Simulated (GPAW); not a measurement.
# Os: band structure with MS2

The system is Os.

```
Os
1.0
     2.73410    0.00000    0.00000
    -1.36705    2.36780    0.00000
     0.00000    0.00000    4.31970
Os
2
Direct
  0.66667 0.33333 0.75000
  0.33333 0.66667 0.25000
```

- Program: GPAW 26.7.0
- Task: band structure
- Functional: MS2
- Potentials or basis: GPAW PAW data sets (gpaw-data 1.2.1)
- Cutoff: 600 eV
- Basis: pw
- k mesh: 8 × 8 × 5
- Occupations: fermi-dirac, width 0.05 eV
- Spin: spin-orbit coupling, no magnetisation
- Maxiter: 150
- Band path: GMKGALHA,LM,KH
- Band points: 80
- spin axis theta (degrees): 0
- spin axis phi (degrees): 0
- Soc after scf: second variation without the xc potential

The pressure is -8.1 GPa. The band gap along the path is none (metal or under the smearing width).

Levels at the corners of the path, in eV from the Fermi level:
```
point  band 24  band 25  band 26  band 27  band 28  band 29  band 30  band 31  band 32  band 33
    Γ    -2.59    -1.71    -1.71    -1.47    -1.47    -1.09    -1.09     0.12     0.12     1.47
    M    -2.54    -1.72    -1.72     2.20     2.20     2.48     2.48     3.05     3.05     4.72
    K    -3.32    -1.16    -1.16     1.36     1.36     1.87     1.87     2.19     2.19     5.46
    Γ    -2.59    -1.71    -1.71    -1.47    -1.47    -1.09    -1.09     0.12     0.12     1.47
    A    -3.54    -2.83    -2.83    -2.83    -2.83     0.96     0.96     0.96     0.96     1.21
    L    -1.24    -0.02    -0.02    -0.02    -0.02     2.48     2.48     2.48     2.48     3.54
    H    -3.42    -1.59    -1.59    -0.92    -0.92     1.68     1.69     1.83     1.83     8.27
    A    -3.54    -2.83    -2.83    -2.83    -2.83     0.96     0.96     0.96     0.96     1.21
    L    -1.24    -0.02    -0.02    -0.02    -0.02     2.48     2.48     2.48     2.48     3.54
    M    -2.54    -1.72    -1.72     2.20     2.20     2.48     2.48     3.05     3.05     4.72
    K    -3.32    -1.16    -1.16     1.36     1.36     1.87     1.87     2.19     2.19     5.46
    H    -3.42    -1.59    -1.59    -0.92    -0.92     1.68     1.69     1.83     1.83     8.27
```

It took 79 s on 1 thread of AMD EPYC 7B13 (Zen 3) (shared host), peak memory 0.38 GiB.

Caveat: spin-orbit coupling was added after a scalar SCF, so levels and gaps hold it while energy, forces, pressure and moments don't; this program's spin-orbit splittings come out too wide for heavy elements; the PAW data sets were made with another functional, which shifts forces and pressure a little.
